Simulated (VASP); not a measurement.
The system is TiCo.

```
Co Ti
1.0
     2.98611    0.00000    0.00000
     0.00000    2.98611    0.00000
     0.00000    0.00000    2.98611
Co Ti
1 1
Direct
  0.50000 0.50000 0.50000
  0.00000 0.00000 0.00000
```

The cell comes from a database or a generator and needn't be the stable form of this composition.

```yaml
Program: VASP 6.6.1
Task: single point
Functional: PBEsol
Potentials_or_basis: VASP PAW PBE potentials, release 64 (Co, Ti_sv)
Cutoff: 520 eV
k_mesh: 9 × 9 × 9
Occupations: fermi-dirac, width 0.05 eV
Spin: collinear spin, ferromagnetic start
Starting_moments: "[2.0, 1.0] μB"
```

On this cell: pressure -8.6 GPa; largest force zero by symmetry; net moment 0.67 μB per cell; site moments Co +0.74; Ti -0.03 μB; band gap on the k mesh none (metal or under the smearing width).

The same run follows on a disturbed copy (atoms moved at random, drawn with an rms of 0.05 Å):

```
CELL_PARAMETERS angstrom
2.98611 0.00000 0.00000
0.00000 2.98611 0.00000
0.00000 0.00000 2.98611
ATOMIC_POSITIONS crystal
Co 0.50552 0.50227 0.49660
Ti 0.00479 0.99145 0.99640
```

Task: What changes?

Result: The energy (extrapolated to zero smearing) moves by +1.2 meV/atom; pressure -8.6 GPa; largest force 0.143 eV/Å; net moment 0.67 μB per cell; site moments Co +0.74; Ti -0.03 μB; band gap on the k mesh none (metal or under the smearing width).

Forces on the atoms (eV/Å):
```
Co  -0.010 -0.143 -0.003
Ti   0.010  0.143  0.003
```

Caveats: the PAW data sets were made with another functional, which shifts forces and pressure a little.
